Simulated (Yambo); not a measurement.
# TePb (Fm-3m) in Yambo: a series of runs

One crystal, TePb, is run at these levels: PBEsol; tasks: optical spectrum.

Program: Yambo 5.3.0. These are calculated values, not measurements. Logs are shortened: lines on timing, memory, paths and dates and some standing lists are left out, and cuts for length are marked.

**What was measured.**

From a printed reference work, monograph, for a bulk crystal of TePb at 4.2 K: band gap 0.19 eV (direct).

How close the calculation comes is told below.

### 1 The structure

Symmetry: Fm-3m, No. 225, cubic system. Conventional cell: a = 6.462 Å, b = 6.462 Å, c = 6.462 Å, α = 90.00°, β = 90.00°, γ = 90.00°. Around Pb (site symmetry m-3m) lie 6 Te at 3.23 Å. Te (site symmetry m-3m) has 6 Pb at 3.23 Å as nearest neighbours.

### 2 Optical spectrum, PBEsol

Input file optics3.in:

```
optics
chi
Chimod= "IP"
% BndsRnXd
 1 | 35 |
%
% LongDrXd
 1 | 0 | 0 |
%
% QpntsRXd
 1 | 1 |
%
% EnRngeXd
 0 | 20 | eV
%
% DmRngeXd
 0.3 | 0.3 | eV
%
ETStpsXd= 200
```

Input file scf.in:

```
&CONTROL
  calculation = 'scf'
  prefix = 'pwscf'
  outdir = './tmp'
  pseudo_dir = './pseudo'
/
&SYSTEM
  ibrav = 0
  nat = 2
  ntyp = 2
  ecutwfc = 80
  nbnd = 22
  occupations = 'smearing'
  smearing = 'fd'
  degauss = 0.00367493
  force_symmorphic = .true.
/
&ELECTRONS
  conv_thr = 4d-10
  electron_maxstep = 120
  mixing_beta = 0.5
/
ATOMIC_SPECIES
Pb   207.2000 Pb.upf
Te   127.6000 Te.upf
CELL_PARAMETERS bohr
   0.0000000000    6.1057051087    6.1057051087
   6.1057051087    0.0000000000    6.1057051087
   6.1057051087    6.1057051087    0.0000000000
ATOMIC_POSITIONS bohr
Pb     0.0000000000    0.0000000000    0.0000000000
Te     6.1057051087    6.1057051087    6.1057051087
K_POINTS automatic
8 8 8 0 0 0
```

Input file nscf.in:

```
&CONTROL
  calculation = 'nscf'
  prefix = 'pwscf'
  outdir = './tmp'
  pseudo_dir = './pseudo'
/
&SYSTEM
  ibrav = 0
  nat = 2
  ntyp = 2
  ecutwfc = 80
  nbnd = 35
  occupations = 'fixed'
  force_symmorphic = .true.
/
&ELECTRONS
  conv_thr = 1d-08
  diago_full_acc = .true.
  diago_thr_init = 1d-06
/
ATOMIC_SPECIES
Pb   207.2000 Pb.upf
Te   127.6000 Te.upf
CELL_PARAMETERS bohr
   0.0000000000    6.1057051087    6.1057051087
   6.1057051087    0.0000000000    6.1057051087
   6.1057051087    6.1057051087    0.0000000000
ATOMIC_POSITIONS bohr
Pb     0.0000000000    0.0000000000    0.0000000000
Te     6.1057051087    6.1057051087    6.1057051087
K_POINTS automatic
8 8 8 0 0 0
```

Potentials or basis: PseudoDojo 0.4.1 SR PBEsol standard.

Started as:

```sh
> OMP_NUM_THREADS=1 pw.x -in scf.in > scf.out
> OMP_NUM_THREADS=1 pw.x -in nscf.in > nscf.out
> cd tmp/pwscf.save; p2y; mv SAVE ../..; cd ../..
> OMP_NUM_THREADS=1 yambo
> OMP_NUM_THREADS=1 yambo -F optics3.in -J optics3 -C optics3_out
```

Yambo's report:

```text
[... sections 02.01 to 02.04 as in the set-up run ...]

  [02.05] Energies & Occupations
  ==============================

  [X] === General ===
  [X] Electronic Temperature                        :  0.000000  0.000000 [eV K]
  [X] Bosonic    Temperature                        :  0.000000  0.000000 [eV K]
  [X] Finite Temperature mode                       : no
  [X] El. density                                   :  0.44471E+24 [cm-3]
  [X] Fermi Level                                   :  8.866157 [eV]

  [X] === Gaps and Widths ===
  [X] Conduction Band Min                           :  0.670360 [eV]
  [X] Valence Band Max                              :  0.000000 [eV]
  [X] Filled Bands                                  :  15
  [X] Empty Bands                                   :   16   35
  [X] Direct Gap                                    :  0.670360 [eV]
  [X] Direct Gap localized at k                     :   5
  [X] Indirect Gap                                  :  0.670360 [eV]
  [X] Indirect Gap between kpts                     :   5   5
  [X] Last valence band width                       :  2.794884 [eV]
  [X] 1st conduction band width                     :  3.413149 [eV]

 [03] Transferred momenta grid and indexing
 ==========================================

 IBZ Q-points                                      :  29
 BZ  Q-points                                      :   512

 K/Q-points units:
 rlu = crystal or reduced units; cc = cartesian coordinates; iku = interal k-units

 Q [ 1]         [rlu]:  0.000000  0.000000  0.000000
 Q [ 2]         [rlu]: -0.24729E-17 -0.24729E-17  0.12500
 Q [ 3]         [rlu]: -0.49459E-17 -0.49459E-17  0.25000
 Q [ 4]         [rlu]:  0.36175E-16  0.36175E-16  0.37500
 Q [ 5]         [rlu]:  0.98918E-17  0.98918E-17 -0.50000
 Q [ 6]         [rlu]:  0.18367E-17  0.12500      0.12500
 Q [ 7]         [rlu]: -0.20809E-17  0.12500      0.25000
 Q [ 8]         [rlu]: -0.49459E-17  0.12500      0.37500
 Q [ 9]         [rlu]:  0.86982E-16  0.12500      0.50000
 Q [10]         [rlu]:  0.98918E-17  0.12500     -0.37500
 Q [11]         [rlu]: -0.92030E-17  0.12500     -0.25000
 Q [12]         [rlu]:  0.49459E-17  0.12500     -0.12500
 Q [13]         [rlu]:  0.36734E-17  0.25000      0.25000
 Q [14]         [rlu]: -0.24729E-17  0.25000      0.37500
 Q [15]         [rlu]: -0.57299E-17  0.25000      0.50000
[... 12 lines left out ...]
 Q [28]         [rlu]:  0.125000 -0.500000 -0.375000
 Q [29]         [rlu]:  0.250000 -0.500000 -0.250000

 [04] Dipoles
 ============

  [04.01] Setup: observables and procedures
  =========================================

  [WF-Oscillators/G space/Transverse up loader] Normalization (few states)  min/max  :  0.38954E-17   1.0000

  [WR./optics3//ndb.dipoles]------------------------------------------------------
   Brillouin Zone Q/K grids (IBZ/BZ)                :    29   512    29   512
   RL vectors                                       :   6855 [WF]
   Fragmentation                                    : yes
   Electronic Temperature                           :  0.000000 [K]
   Bosonic    Temperature                           :  0.000000 [K]
   DIP band range                                   :    1   35
   DIP band range limits                            :  15  16
   DIP e/h energy range                             : -1.000000 -1.000000 [eV]
   RL vectors in the sum                            :   6855
   [r,Vnl] included                                 : yes
   Bands ordered                                    : yes
   Direct v evaluation                              : no
   Approach used                                    : G-space v
   Dipoles computed                                 : R V P [G-space]
   Wavefunctions                                    : Perdew, Burke & Ernzerhof SOL(X)+Perdew, Burke & Ernzerhof SOL(C)

  [WARNING] [r,Vnl^pseudo] included in position and velocity dipoles.

  [WARNING] In case H contains other non local terms, these are neglected

 [05] Optics
 ===========

 [X-CG] R(p) Tot o/o(of R):    6210  153600     100
```

Wall time 50 s (1 thread of Intel Xeon 6975P-C (Granite Rapids), shared host); peak memory 0.27 GiB.

Results:

* Band gap on the k mesh, mean-field level: 0.67 eV, direct
* Electronic dielectric constant along the field: 30.93

Dielectric function (along the field direction of the input):
| energy (eV) | real part | imaginary part |
| --- | --- | --- |
| 0.30 | 31.60 | 5.20 |
| 1.31 | 40.69 | 24.26 |
| 2.31 | -12.02 | 36.74 |
| 3.32 | -9.74 | 11.17 |
| 4.42 | -4.29 | 4.05 |
| 5.43 | -0.77 | 3.92 |
| 6.43 | -0.97 | 4.66 |
| 7.54 | -2.16 | 3.34 |
| 8.54 | -1.37 | 1.95 |
| 9.55 | -1.07 | 1.97 |
| 10.65 | -0.90 | 1.25 |
| 11.66 | -0.61 | 0.96 |
| 12.66 | -0.37 | 0.74 |
| 13.77 | -0.12 | 0.58 |
| 14.77 | 0.15 | 0.44 |
| 15.78 | 0.28 | 0.38 |
| 16.88 | 0.50 | 0.32 |
| 17.89 | 0.78 | 0.60 |
| 18.89 | 0.50 | 0.62 |
| 20.00 | 0.50 | 0.60 |

Caveat: spectra need much finer meshes, so this one isn't converged; independent-particle spectra lack excitons; spin-orbit coupling is left out, which as a rule narrows the gap of such compounds by several tenths of an eV.

### 3 Optical spectrum, PBEsol

Input file optics4.in:

```
optics
chi
Chimod= "HARTREE"
% BndsRnXd
 1 | 35 |
%
NGsBlkXd= 2 Ry
% LongDrXd
 0 | 0 | 1 |
%
% QpntsRXd
 1 | 1 |
%
% EnRngeXd
 0 | 15 | eV
%
% DmRngeXd
 0.3 | 0.3 | eV
%
ETStpsXd= 300
```

scf.in is that of step 2.

nscf.in is that of step 2.

Potentials or basis: PseudoDojo 0.4.1 SR PBEsol standard.

Started as:

```sh
> OMP_NUM_THREADS=1 pw.x -in scf.in > scf.out
> OMP_NUM_THREADS=1 pw.x -in nscf.in > nscf.out
> cd tmp/pwscf.save; p2y; mv SAVE ../..; cd ../..
> OMP_NUM_THREADS=1 yambo
> OMP_NUM_THREADS=1 yambo -F optics4.in -J optics4 -C optics4_out
```

Yambo's report:

```text
[... sections 02.01 to 02.04 as in the set-up run ...]

  [02.05] Energies & Occupations
  ==============================

  [X] === General ===
  [X] Electronic Temperature                        :  0.000000  0.000000 [eV K]
  [X] Bosonic    Temperature                        :  0.000000  0.000000 [eV K]
  [X] Finite Temperature mode                       : no
  [X] El. density                                   :  0.44471E+24 [cm-3]
  [X] Fermi Level                                   :  8.866157 [eV]

  [X] === Gaps and Widths ===
  [X] Conduction Band Min                           :  0.670360 [eV]
  [X] Valence Band Max                              :  0.000000 [eV]
  [X] Filled Bands                                  :  15
  [X] Empty Bands                                   :   16   35
  [X] Direct Gap                                    :  0.670360 [eV]
  [X] Direct Gap localized at k                     :   5
  [X] Indirect Gap                                  :  0.670360 [eV]
  [X] Indirect Gap between kpts                     :   5   5
  [X] Last valence band width                       :  2.794884 [eV]
  [X] 1st conduction band width                     :  3.413149 [eV]

 [03] Transferred momenta grid and indexing
 ==========================================

 IBZ Q-points                                      :  29
 BZ  Q-points                                      :   512

 K/Q-points units:
 rlu = crystal or reduced units; cc = cartesian coordinates; iku = interal k-units

 Q [ 1]         [rlu]:  0.000000  0.000000  0.000000
 Q [ 2]         [rlu]: -0.24729E-17 -0.24729E-17  0.12500
 Q [ 3]         [rlu]: -0.49459E-17 -0.49459E-17  0.25000
 Q [ 4]         [rlu]:  0.36175E-16  0.36175E-16  0.37500
 Q [ 5]         [rlu]:  0.98918E-17  0.98918E-17 -0.50000
 Q [ 6]         [rlu]:  0.18367E-17  0.12500      0.12500
 Q [ 7]         [rlu]: -0.20809E-17  0.12500      0.25000
 Q [ 8]         [rlu]: -0.49459E-17  0.12500      0.37500
 Q [ 9]         [rlu]:  0.86982E-16  0.12500      0.50000
 Q [10]         [rlu]:  0.98918E-17  0.12500     -0.37500
 Q [11]         [rlu]: -0.92030E-17  0.12500     -0.25000
 Q [12]         [rlu]:  0.49459E-17  0.12500     -0.12500
 Q [13]         [rlu]:  0.36734E-17  0.25000      0.25000
 Q [14]         [rlu]: -0.24729E-17  0.25000      0.37500
 Q [15]         [rlu]: -0.57299E-17  0.25000      0.50000
[... 12 lines left out ...]
 Q [28]         [rlu]:  0.125000 -0.500000 -0.375000
 Q [29]         [rlu]:  0.250000 -0.500000 -0.250000

 [04] Dipoles
 ============

  [04.01] Setup: observables and procedures
  =========================================

  [WF-Oscillators/G space/Transverse up loader] Normalization (few states)  min/max  :  0.38954E-17   1.0000

  [WR./optics4//ndb.dipoles]------------------------------------------------------
   Brillouin Zone Q/K grids (IBZ/BZ)                :    29   512    29   512
   RL vectors                                       :   6855 [WF]
   Fragmentation                                    : yes
   Electronic Temperature                           :  0.000000 [K]
   Bosonic    Temperature                           :  0.000000 [K]
   DIP band range                                   :    1   35
   DIP band range limits                            :  15  16
   DIP e/h energy range                             : -1.000000 -1.000000 [eV]
   RL vectors in the sum                            :   6855
   [r,Vnl] included                                 : yes
   Bands ordered                                    : yes
   Direct v evaluation                              : no
   Approach used                                    : G-space v
   Dipoles computed                                 : R V P [G-space]
   Wavefunctions                                    : Perdew, Burke & Ernzerhof SOL(X)+Perdew, Burke & Ernzerhof SOL(C)

  [WARNING] [r,Vnl^pseudo] included in position and velocity dipoles.

  [WARNING] In case H contains other non local terms, these are neglected

 [05] Optics
 ===========

 [X-CG] R(p) Tot o/o(of R):    6210  153600     100
```

o-optics4.eps_q1_inv_rpa_dyson:

```text
# Absorption @ Q(1):   0.00000000      0.00000000      1.00000000    [q->0 direction]
#
# [ X ] Hartree size                              :  27
# [GEN] GF Energies                               : Perdew, Burke & Ernzerhof SOL(X)+Perdew, Burke & Ernzerhof SOL(C)
# [GEN] Green`s Function                          : T-ordered
#
# [GEN] Gauge                                     : Length
# [GEN] [r,Vnl] included                          : yes
#
#    E[1] [eV]          Im(eps)            Re(eps)            Im(eps_o)          Re(eps_o)
#
        0.000000           4.564351           29.79423           4.713987           30.92823
        0.050167           4.576845           29.81227           4.726601           30.94671
        0.100334           4.614628           29.86640           4.764739           31.00220
        0.150502           4.678607           29.95674           4.829298           31.09481
        0.200669           4.770323           30.08336           4.921802           31.22466
        0.250836           4.891974           30.24620           5.044429           31.39177
[... 292 lines left out ...]
        14.94983           0.359616           0.308657           0.454964           0.175020
        15.00000           0.361511           0.320739           0.458123           0.179313
#
```

It took 54 s on 1 thread of Intel Xeon 6975P-C (Granite Rapids), shared host; peak memory 0.56 GiB.

What came out:

| Property | Result |
| --- | --- |
| Band gap on the k mesh, mean-field level | 0.67 eV, direct |
| Electronic dielectric constant along the field | 29.79 |
| Electronic dielectric constant along the field, independent particles | 30.93 |

Dielectric function (along the field direction of the input):
```tsv
energy (eV)	real part	imaginary part
0.25	30.25	4.89
1.00	37.11	12.44
1.76	26.99	48.89
2.56	-14.65	24.96
3.31	-9.90	10.80
4.11	-6.05	4.79
4.87	-2.81	2.84
5.67	-1.12	3.21
6.42	-0.93	3.54
7.22	-1.32	3.39
7.98	-1.63	2.31
8.78	-1.01	1.56
9.53	-0.78	1.44
10.33	-0.63	1.23
11.09	-0.46	0.95
11.89	-0.35	0.78
12.64	-0.13	0.69
13.44	0.00	0.55
14.20	0.11	0.45
15.00	0.32	0.36
```

Caveat: spectra need much finer meshes, so this one isn't converged; these spectra lack excitons; spin-orbit coupling is left out, which as a rule narrows the gap of such compounds by several tenths of an eV.

(Part 1 of 2 ends here.)
